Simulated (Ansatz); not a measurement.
# WS2: the cell at several levels of theory, part 2 of 3

Ansatz 0.2.0, plane waves. Earlier steps stand in the parts before.

**3. r2SCAN+rVV10: cell and atoms**

It starts from the cell of step 2.

input.yaml

```yaml
crystal:
  lattice:
    - [1.5787673126, 0.9115017329, 6.0415736158]
    - [-1.5787673126, 0.9115017329, 6.0415736158]
    - [0.0, -1.8230034658, 6.0415736158]
  atoms:
    - { symbol: W, position: [-2.31004e-05, -2.31004e-05, -2.31004e-05] }
    - { symbol: S, position: [0.4201088908, 0.4201088908, 0.4201088908] }
    - { symbol: S, position: [0.2465808763, 0.2465808763, 0.2465808763] }
kpoints:
  mp_grid: { grid: [8, 8, 8] }
hamiltonian:
  xc: r2scan
  dispersion: rvv10
scf:
  occupations: { method: fermi_dirac, width: 0.02 }
relax:
  f_tol: 0.005
  cell: {}
```

Run with:

```
> ansatz run input.yaml --threads 2 --pin off --max-ram 2211MiB --backend cpu --events-out ev --progress --plain --runs-dir out
```

What it wrote:

```text
Warning: RAYON_NUM_THREADS=2 ignored (pool sized by the plan → 2); use --threads N
basis.fft_grid_basis auto: the FFT boxes are laid along the combinations [[1, 0, -1], [0, 1, -1], [0, 0, 1]] of the cell's own vectors, 3.158, 3.158 and 6.311 Å long. The dense box has 27×27×54 points. Along the cell's own vectors, as sized, it would have 54×54×54, 4.00 times as many. Of the 6 symmetry operations that the crystal satisfies within crystal.symmetry.tolerance (time reversal apart; of a slab, those that keep its plane) the dense box along the cell's own vectors carries 6, and the one as laid loses 4 of those. basis.fft_grid_basis: typed keeps the cell's own vectors: state it where this run's energies or levels are differenced outside the engine with another run's, or held beside a run that keeps those vectors.
Engine: ansatz 0.2.0, aarch64-unknown-linux-gnu
Pseudopotentials: kind: paw
Pseudopotential: W, paw, valence charge 14, recommended cutoff 500 eV (meta_gga), W.paw.azcp
Pseudopotential: S, paw, valence charge 6, recommended cutoff 500 eV (meta_gga), S.paw.azcp
Functional definition: r2SCAN+rVV10
  parameter k0 = 0.174
  parameter k1 = 0.065
  parameter a1 = 4.9479
  exchange = r2scan_x(k0 = k0, k1 = k1, a1 = a1)
  correlation = r2scan_c + rvv10(11.95, 0.0093)
Crystal: 3 atoms, lattice volume = 52.165 Å³
Basis set: ecut = 500 eV, 1319 PW (Γ), FFT grids on a1−a3, a2−a3, a3, exchange–correlation on 108×108×216 points (64 copies of the dense FFT grid, shifted against one another)
Bands: 17, of which v1, the nominal top of the filled ones, is band 13 counted from 1 (12 counted from 0)
Symmetry: 6 space group operations
Space group: R3m (ITA 160), of the structure as read, at distance tolerance 3.7e-5 Å
k-points: 65 of 512 (time reversal used)
Non-local potential: W, projectors of the file, l = 0: 3, l = 1: 2, l = 2: 2, l = 3: 1
Non-local potential: S, projectors of the file, l = 0: 2, l = 1: 2, l = 2: 2
PAW form: soft (Blöchl's): semilocal exchange-correlation on the pseudo side does not see the compensation charge
rVV10 density: all electrons in the spheres
PAW frozen core: W, regenerated for the run's functional (the file was generated under x = pbe(κ = 0.804, μ = 0.2195149727645171), c = pbe(β = 0.06672455060314922))
PAW frozen core: S, regenerated for the run's functional (the file was generated under x = pbe(κ = 0.804, μ = 0.2195149727645171), c = pbe(β = 0.06672455060314922))
PAW one-centre angular grid: W, 590 points (default); XC on 160 Gauss nodes
PAW one-centre angular grid: S, 302 points (default); XC on 160 Gauss nodes
Initial density: superposition of atomic densities (neutral atoms: chi_scale 0, normalization atom), corrected by the library's trained network
Initial wavefunctions: pseudopotential atomic-orbital guess
Functional: x = r2scan, c = r2scan + rvv10(b = 11.95, C = 0.0093); τ floored in thin density (d = 2e-4 eV/Å³)
SCF iter   1: F=—  HF=-12207.656575 eV  |F-HF|=—  |Δ(HF+E_count)|=         —  Δρ=8.03e-3  dr2=2.12e-2  dr2_τ=7.98e-2  ethr=1.77e-3  ⟨swp⟩=6.1  Hψ=6652  notcnv=0
preconditioner: auto → none  [insulator: Δε(μ)=1.139 eV  Ē_g=9.296 eV  σ=0.020 eV  W_gap=1.00  n_scr=16 (ndim 8)  ℏωp=21.8 eV  f_vac=0.010  D(μ)=0.00/eV (n_scr^D=0)  ε∞_Penn≈6.5]
SCF iter   2: F=—  HF=-12207.727440 eV  |F-HF|=—  |Δ(HF+E_count)|=   7.09e-2  Δρ=5.02e-3  dr2=1.44e-2  dr2_τ=1.42e-3  ethr=8.16e-5  ⟨swp⟩=2.9  Hψ=2578  notcnv=0
SCF iter   3: F=—  HF=-12207.729252 eV  |F-HF|=—  |Δ(HF+E_count)|=   1.81e-3  Δρ=3.66e-3  dr2=1.16e-2  dr2_τ=9.18e-4  ethr=5.55e-5  ⟨swp⟩=3.0  Hψ=1982  notcnv=0
SCF iter   4: F=—  HF=-12207.728647 eV  |F-HF|=—  |Δ(HF+E_count)|=   6.05e-4  Δρ=1.70e-3  dr2=5.08e-4  dr2_τ=5.62e-5  ethr=4.47e-5  ⟨swp⟩=2.1  Hψ=1641  notcnv=0
SCF iter   5: F=—  HF=-12207.729325 eV  |F-HF|=—  |Δ(HF+E_count)|=   6.78e-4  Δρ=4.05e-4  dr2=3.78e-5  dr2_τ=3.84e-6  ethr=1.96e-6  ⟨swp⟩=2.5  Hψ=1779  notcnv=0
SCF iter   6: F=—  HF=-12207.729369 eV  |F-HF|=—  |Δ(HF+E_count)|=   4.37e-5  Δρ=1.15e-4  dr2=1.40e-5  dr2_τ=6.21e-7  ethr=1.45e-7  ⟨swp⟩=2.1  Hψ=1765  notcnv=0
SCF iter   7: F=—  HF=-12207.729368 eV  |F-HF|=—  |Δ(HF+E_count)|=   1.04e-6  Δρ=3.85e-5  dr2=3.38e-7  dr2_τ=3.08e-8  ethr=5.40e-8  ⟨swp⟩=2.0  Hψ=1461  notcnv=0
SCF iter   8: F=-12207.729368 eV  HF=-12207.729368 eV  |F-HF|=2.14e-8  |Δ(HF+E_count)|=   3.99e-7  Δρ=9.34e-6  dr2=1.44e-8  dr2_τ=1.65e-9  ethr=3.85e-10  ⟨swp⟩=5.8  Hψ=4523  notcnv=0
SCF 1 converged in 8 iterations: F = -12207.729368 eV  dr2 = 1.44e-8
relax step   1: F+E_penalty+E_count = -12207.72936819 eV  Δ(F+E_penalty+E_count) = +0.000e0 eV  max|allowed force component| = 2.346e-1 eV/Å  Δτ_max = 0.0000 Å  P = +0.910 GPa  Ω = 52.165 Å³  (8 SCF iters, dr2 threshold 1.00e-7 eV, accepted)
Crystal: 3 atoms, lattice volume = 56.986 Å³
Basis set: ecut = 500 eV, 1439 PW (Γ), FFT grids on a1−a3, a2−a3, a3, exchange–correlation on 108×108×216 points (64 copies of the dense FFT grid, shifted against one another)
rVV10 density: all electrons in the spheres
Initial density: handed on by an earlier stage of this run
Initial wavefunctions: those handed on with the density
iter 1 solved again at ethr=2.38e-4 eV; its pass at ethr=3.10e-3 eV (dr2=6.19e-2 eV) is discarded
SCF iter   1: F=—  HF=-12207.343081 eV  |F-HF|=—  |Δ(HF+E_count)|=         —  Δρ=9.44e-3  dr2=6.33e-2  dr2_τ=2.52e-1  ethr=2.38e-4  ⟨swp⟩=1.3  Hψ=7464  notcnv=0
automatic band count: iteration 1 solves 16 bands in place of 17: the levels show a gap, and the empty bands left out lie too high to hold charge; the band table lists the bands solved (type scf.n_extra_bands for more)
preconditioner: auto → none  [insulator: Δε(μ)=1.071 eV  Ē_g=8.806 eV  σ=0.020 eV  W_gap=1.00  n_scr=16 (ndim 8)  ℏωp=20.9 eV  f_vac=0.057  D(μ)=0.00/eV (n_scr^D=0)  ε∞_Penn≈6.6]
SCF iter   2: F=—  HF=-12207.708405 eV  |F-HF|=—  |Δ(HF+E_count)|=   3.65e-1  Δρ=9.39e-3  dr2=1.14e-1  dr2_τ=4.94e-3  ethr=2.38e-4  ⟨swp⟩=3.2  Hψ=2274  notcnv=0
SCF iter   3: F=—  HF=-12207.692267 eV  |F-HF|=—  |Δ(HF+E_count)|=   1.61e-2  Δρ=4.31e-3  dr2=1.05e-2  dr2_τ=1.31e-3  ethr=2.38e-4  ⟨swp⟩=2.8  Hψ=1921  notcnv=0
SCF iter   4: F=—  HF=-12207.692319 eV  |F-HF|=—  |Δ(HF+E_count)|=   5.19e-5  Δρ=1.36e-3  dr2=7.72e-4  dr2_τ=8.86e-5  ethr=4.03e-5  ⟨swp⟩=2.1  Hψ=1710  notcnv=0
SCF iter   5: F=—  HF=-12207.692439 eV  |F-HF|=—  |Δ(HF+E_count)|=   1.20e-4  Δρ=4.78e-4  dr2=7.08e-5  dr2_τ=1.11e-5  ethr=2.97e-6  ⟨swp⟩=2.1  Hψ=1554  notcnv=0
SCF iter   6: F=—  HF=-12207.692469 eV  |F-HF|=—  |Δ(HF+E_count)|=   3.05e-5  Δρ=1.21e-4  dr2=8.66e-6  dr2_τ=4.58e-7  ethr=2.72e-7  ⟨swp⟩=2.1  Hψ=1594  notcnv=0
SCF iter   7: F=—  HF=-12207.692470 eV  |F-HF|=—  |Δ(HF+E_count)|=   1.35e-6  Δρ=6.49e-5  dr2=7.14e-6  dr2_τ=2.61e-7  ethr=3.33e-8  ⟨swp⟩=2.1  Hψ=1626  notcnv=0
SCF iter   8: F=-12207.692469 eV  HF=-12207.692469 eV  |F-HF|=1.03e-8  |Δ(HF+E_count)|=   1.39e-6  Δρ=1.12e-5  dr2=3.63e-8  dr2_τ=3.84e-9  ethr=1.15e-9  ⟨swp⟩=4.7  Hψ=4895  notcnv=0
SCF 2 converged in 8 iterations: F = -12207.692469 eV  dr2 = 3.63e-8
relax step   2: F+E_penalty+E_count = -12207.69246899 eV  Δ(F+E_penalty+E_count) = +3.690e-2 eV  max|allowed force component| = 6.850e-1 eV/Å  Δτ_max = 0.1274 Å  P = -0.364 GPa  Ω = 56.986 Å³  energy of the carried Pulay correction = -1.335e-3 eV  (8 SCF iters, dr2 threshold 3.00e-7 eV, rejected (line search))
Crystal: 3 atoms, lattice volume = 53.974 Å³
Basis set: ecut = 500 eV, 1379 PW (Γ), FFT grids on a1−a3, a2−a3, a3, exchange–correlation on 108×108×216 points (64 copies of the dense FFT grid, shifted against one another)
rVV10 density: all electrons in the spheres
iter 1 solved again at ethr=1.19e-4 eV; its pass at ethr=3.10e-3 eV (dr2=3.09e-2 eV) is discarded
SCF iter   1: F=—  HF=-12207.723183 eV  |F-HF|=—  |Δ(HF+E_count)|=         —  Δρ=5.85e-3  dr2=3.16e-2  dr2_τ=8.71e-2  ethr=1.19e-4  ⟨swp⟩=1.3  Hψ=7367  notcnv=0
automatic band count: iteration 1 solves 16 bands in place of 17: the levels show a gap, and the empty bands left out lie too high to hold charge; the band table lists the bands solved (type scf.n_extra_bands for more)
preconditioner: auto → none  [insulator: Δε(μ)=1.240 eV  Ē_g=8.868 eV  σ=0.020 eV  W_gap=1.00  n_scr=16 (ndim 8)  ℏωp=21.4 eV  f_vac=0.011  D(μ)=0.00/eV (n_scr^D=0)  ε∞_Penn≈6.8]
SCF iter   2: F=—  HF=-12207.754633 eV  |F-HF|=—  |Δ(HF+E_count)|=   3.14e-2  Δρ=6.89e-3  dr2=7.46e-2  dr2_τ=2.97e-3  ethr=1.19e-4  ⟨swp⟩=3.4  Hψ=2279  notcnv=0  recentre
SCF iter   3: F=—  HF=-12207.743528 eV  |F-HF|=—  |Δ(HF+E_count)|=   1.11e-2  Δρ=3.62e-3  dr2=6.04e-3  dr2_τ=2.78e-4  ethr=1.19e-4  ⟨swp⟩=3.0  Hψ=1880  notcnv=0
SCF iter   4: F=—  HF=-12207.743687 eV  |F-HF|=—  |Δ(HF+E_count)|=   1.58e-4  Δρ=1.04e-3  dr2=1.14e-3  dr2_τ=6.85e-5  ethr=2.32e-5  ⟨swp⟩=2.0  Hψ=1918  notcnv=0
SCF iter   5: F=—  HF=-12207.743560 eV  |F-HF|=—  |Δ(HF+E_count)|=   1.27e-4  Δρ=4.45e-4  dr2=1.07e-4  dr2_τ=1.29e-5  ethr=4.38e-6  ⟨swp⟩=2.2  Hψ=1640  notcnv=0
SCF iter   6: F=—  HF=-12207.743562 eV  |F-HF|=—  |Δ(HF+E_count)|=   2.35e-6  Δρ=9.47e-5  dr2=3.55e-6  dr2_τ=1.52e-7  ethr=4.11e-7  ⟨swp⟩=2.1  Hψ=1429  notcnv=0
SCF iter   7: F=—  HF=-12207.743562 eV  |F-HF|=—  |Δ(HF+E_count)|=   2.34e-7  Δρ=4.60e-5  dr2=4.06e-6  dr2_τ=1.26e-7  ethr=1.37e-8  ⟨swp⟩=2.2  Hψ=1736  notcnv=0
SCF iter   8: F=—  HF=-12207.743562 eV  |F-HF|=—  |Δ(HF+E_count)|=   6.00e-8  Δρ=8.20e-6  dr2=3.77e-8  dr2_τ=1.86e-9  ethr=1.37e-8  ⟨swp⟩=2.0  Hψ=1393  notcnv=0
SCF iter   9: F=—  HF=-12207.743562 eV  |F-HF|=—  |Δ(HF+E_count)|=   2.75e-8  Δρ=1.45e-6  dr2=8.31e-10  dr2_τ=1.63e-10  ethr=1.45e-10  ⟨swp⟩=2.1  Hψ=1639  notcnv=0
SCF iter  10: F=—  HF=-12207.743562 eV  |F-HF|=—  |Δ(HF+E_count)|=  5.26e-10  Δρ=5.48e-7  dr2=3.42e-10  dr2_τ=1.14e-11  ethr=3.20e-12  ⟨swp⟩=2.1  Hψ=1783  notcnv=0
SCF iter  11: F=-12207.743562 eV  HF=-12207.743562 eV  |F-HF|=9.09e-12  |Δ(HF+E_count)|=  1.09e-11  Δρ=7.41e-8  dr2=2.19e-12  dr2_τ=2.56e-13  ethr=1.00e-12  ⟨swp⟩=6.0  Hψ=5891  notcnv=0
SCF 3 converged in 11 iterations: F = -12207.743562 eV  dr2 = 2.19e-12
relax step   3: F+E_penalty+E_count = -12207.74356241 eV  Δ(F+E_penalty+E_count) = -1.419e-2 eV  max|allowed force component| = 1.544e-2 eV/Å  Δτ_max = 0.0494 Å  P = +0.092 GPa  Ω = 53.974 Å³  energy of the carried Pulay correction = -5.151e-4 eV  (11 SCF iters, accepted)
[... 11 lines left out ...]
relax step   4: F+E_penalty+E_count = -12207.74400437 eV  Δ(F+E_penalty+E_count) = -4.420e-4 eV  max|allowed force component| = 1.430e-2 eV/Å  Δτ_max = 0.0073 Å  P = +0.095 GPa  Ω = 54.207 Å³  energy of the carried Pulay correction = -5.804e-4 eV  (5 SCF iters, dr2 threshold 3.00e-7 eV, accepted)
[... 13 lines left out ...]
relax step   5: F+E_penalty+E_count = -12207.74395798 eV  Δ(F+E_penalty+E_count) = +4.639e-5 eV  max|allowed force component| = 3.175e-2 eV/Å  Δτ_max = 0.0010 Å  P = -0.240 GPa  Ω = 54.347 Å³  energy of the carried Pulay correction = -6.193e-4 eV  (7 SCF iters, dr2 threshold 1.36e-7 eV, rejected (line search))
[... 16 lines left out ...]
relax step   6: F+E_penalty+E_count = -12207.74403320 eV  Δ(F+E_penalty+E_count) = -2.883e-5 eV  max|allowed force component| = 1.493e-3 eV/Å  Δτ_max = 0.0006 Å  P = +0.021 GPa  Ω = 54.249 Å³  energy of the carried Pulay correction = -5.920e-4 eV  (9 SCF iters, accepted)
[... 13 lines left out ...]
relax step   7: F+E_penalty+E_count = -12207.74403428 eV  Δ(F+E_penalty+E_count) = -1.073e-6 eV  max|allowed force component| = 1.295e-3 eV/Å  Δτ_max = 0.0026 Å  P = -0.005 GPa  Ω = 54.343 Å³  energy of the carried Pulay correction = -6.182e-4 eV  (7 SCF iters, dr2 threshold 1.40e-8 eV, accepted)
rVV10 density: all electrons in the spheres
Initial wavefunctions: pseudopotential atomic-orbital guess (no wavefunctions were taken with the density)
iter 1 solved again at ethr=3.83e-7 eV; its pass at ethr=3.10e-3 eV (dr2=9.95e-5 eV) is discarded
SCF iter   1: F=—  HF=-12207.744677 eV  |F-HF|=—  |Δ(HF+E_count)|=         —  Δρ=9.66e-5  dr2=5.27e-7  dr2_τ=6.20e-6  ethr=3.83e-7  ⟨swp⟩=3.0  Hψ=9667  notcnv=0
preconditioner: auto → none  [insulator: Δε(μ)=1.312 eV  Ē_g=9.278 eV  σ=0.020 eV  W_gap=1.00  n_scr=16 (ndim 8)  ℏωp=21.4 eV  f_vac=0.017  D(μ)=0.00/eV (n_scr^D=0)  ε∞_Penn≈6.3]
SCF iter   2: F=—  HF=-12207.744681 eV  |F-HF|=—  |Δ(HF+E_count)|=   3.95e-6  Δρ=4.78e-5  dr2=1.26e-7  dr2_τ=2.93e-7  ethr=2.03e-9  ⟨swp⟩=2.7  Hψ=2036  notcnv=0
SCF iter   3: F=—  HF=-12207.744682 eV  |F-HF|=—  |Δ(HF+E_count)|=   5.01e-7  Δρ=4.15e-6  dr2=2.63e-8  dr2_τ=2.36e-9  ethr=4.86e-10  ⟨swp⟩=2.0  Hψ=1816  notcnv=0
SCF iter   4: F=—  HF=-12207.744682 eV  |F-HF|=—  |Δ(HF+E_count)|=   3.70e-9  Δρ=2.15e-6  dr2=1.18e-9  dr2_τ=3.28e-10  ethr=1.01e-10  ⟨swp⟩=2.0  Hψ=1434  notcnv=0
SCF iter   5: F=—  HF=-12207.744682 eV  |F-HF|=—  |Δ(HF+E_count)|=   1.01e-9  Δρ=6.68e-7  dr2=5.97e-11  dr2_τ=3.38e-11  ethr=4.55e-12  ⟨swp⟩=2.1  Hψ=1655  notcnv=0
SCF iter   6: F=-12207.744682 eV  HF=-12207.744682 eV  |F-HF|=9.09e-12  |Δ(HF+E_count)|=  7.82e-11  Δρ=1.38e-7  dr2=2.68e-11  dr2_τ=1.82e-12  ethr=1.00e-12  ⟨swp⟩=7.0  Hψ=5683  notcnv=0
SCF 8 converged in 6 iterations: F = -12207.744682 eV  dr2 = 2.68e-11
relax step   8: F+E_penalty+E_count = -12207.74468168 eV  Δ(F+E_penalty+E_count) = -6.474e-4 eV  max|allowed force component| = 1.208e-3 eV/Å  Δτ_max = 0.0000 Å  P = -0.002 GPa  Ω = 54.343 Å³  stress off target by 3.28e-3 GPa  SCF on the basis re-selected at this cell (its energy is not comparable with the rows above)  (6 SCF iters)
basis re-selected at this cell: Δ(F+E_penalty+E_count) = -6.474e-4 eV, ΔP = +0.003 GPa vs the last step (what re-selecting the basis moved, of the pressure what is left beyond the Pulay correction that the steps carried, after the strain that the cell walked since its last selection, with what the two solves' SCF thresholds leave and, on support functions, any second-order correction that the steps lacked; it is no measure of the basis error at this ecutwfc). This SCF's stress stands 3.28e-3 GPa from its target on what of the cell is left free (relax.cell.stress_tol is 5.00e-2 GPa) and its largest allowed force component is 1.21e-3 eV/Å (relax.f_tol is 5.00e-3 eV/Å): within both
SCF converged after 6 iterations
Free energy (F): -12207.744682 eV
Harris-Foulkes:  -12207.744682 eV  (|F-HF|=9.09e-12)
Internal energy: -12207.744682 eV  (E = F + TS)
E sigma→0 (E₀):  -12207.744682 eV
Fermi energy:    11.889891 eV
--- Per-component energies (eV) ---
  E_band       = -216.093006
  E_kinetic    = 666.576058
  E_local      = -1811.613799  (includes V_loc(G=0)·N_el)
  E_nonlocal   = 57.696976
  E_hartree    = 721.188636
  E_xc         = -429.489120
  E_vxc        = -449.809671  (∫ρ·V_xc dr)
  E_paw        = -9812.163186  (= ΣΔE_a)
  E_vpaw       = -143.558173  (= ΣTr[D̂ρ^β])
  E_aug_tail   = -0.000029  (compensation charges beyond the density's cutoff)
  E_vtau       = 22.238332  (kinetic-family band-sum trace: ∫τ·v_τ [+ j·A + Jᵃ·Aᵃ] dr)
  E_ewald      = -1599.132735
  E_core_change = -0.807482  (= ΣΔE_core)
  E_smearing   = -0.000000  (= −TS)
  E_closure    = 0.000000  (closes the sum)
  Σ components = -12207.744682   (vs F -12207.744682, Δ=0.00e0)
--- Forces (eV/Å), atoms counted from 1 ---
  atom   1  W      0.00000000    -0.00000000    -0.00055638
  atom   2  S      0.00000000    -0.00000000    -0.00065280
  atom   3  S      0.00000000     0.00000000     0.00120704
  max |Σ_I F_I| component: 2.14e-6 eV/Å
--- Stress (GPa, compression-positive) ---
       -0.000816       0.000000       0.000000
        0.000000      -0.000816      -0.000000
        0.000000      -0.000000      -0.003276
  P = ⅓ Tr σ = -0.0016 GPa (-0.016 kbar)
--- Relaxed structure (7 steps of the walk, 5 accepted, 1 SCFs on fresh bases) ---
  F+E_penalty+E_count = -12207.74468168 eV   max|allowed force component| = 1.208e-3 eV/Å   (the final SCF, on the basis selected at the relaxed cell)
  cell:  # Å, volume = 54.3430 Å³
    - [1.58588669622153, 0.915612110967746, 6.237469245966531]
    - [-1.58588669622153, 0.915612110967746, 6.237469245966531]
    - [1.4805512483407971e-33, -1.831224221935493, 6.237469245966531]
  atoms:
    - { symbol: W, position: [-1.156868045139607e-5, -1.156868045139607e-5, -1.1568680451396094e-5] }
    - { symbol: S, position: [0.41679817514053374, 0.41679817514053374, 0.41679817514053374] }
    - { symbol: S, position: [0.24988006023991774, 0.24988006023991774, 0.24988006023991768] }
```

It took 2.5 min on 2 threads of Arm Neoverse N1, shared host; peak memory 0.61 GiB.

The path of the relaxation:

| step | energy change (meV/atom) | largest force (eV/Å) | pressure (GPa) | volume (Å³/atom) |
| --- | --- | --- | --- | --- |
| 1 | 0.0 | 0.2346 | 0.91 | 17.388 |
| 2* | 12.3 | 0.6850 | -0.36 | 18.995 |
| 3 | -4.7 | 0.0154 | 0.09 | 17.991 |
| 4 | -4.9 | 0.0143 | 0.09 | 18.069 |
| 5* | -4.9 | 0.0317 | -0.24 | 18.116 |
| 6 | -4.9 | 0.0015 | 0.02 | 18.083 |
| 7 | -4.9 | 0.0013 | 0.00 | 18.114 |
| 8 | -5.1 | 0.0012 | 0.00 | 18.114 |

A star marks a trial step that the optimiser took back.

Step 8 solves the same cell on a plane-wave basis chosen anew, so the energy can jump there without a move.

The table lists every geometry solved, with passes on a fresh basis, whose energies don't compare exactly with the rows above.

|  | before | after | change |
| --- | --- | --- | --- |
| a (Å) | 3.158 | 3.172 | +0.45 % |
| c (Å) | 18.125 | 18.712 | +3.24 % |
| volume (Å³/atom) | 17.388 | 18.114 | +4.18 % |
| shortest distance (Å) | 2.407 | 2.407 | -0.03 % |
| space group | R3m | R3m | same |

(Continued in part 3 of 3.)
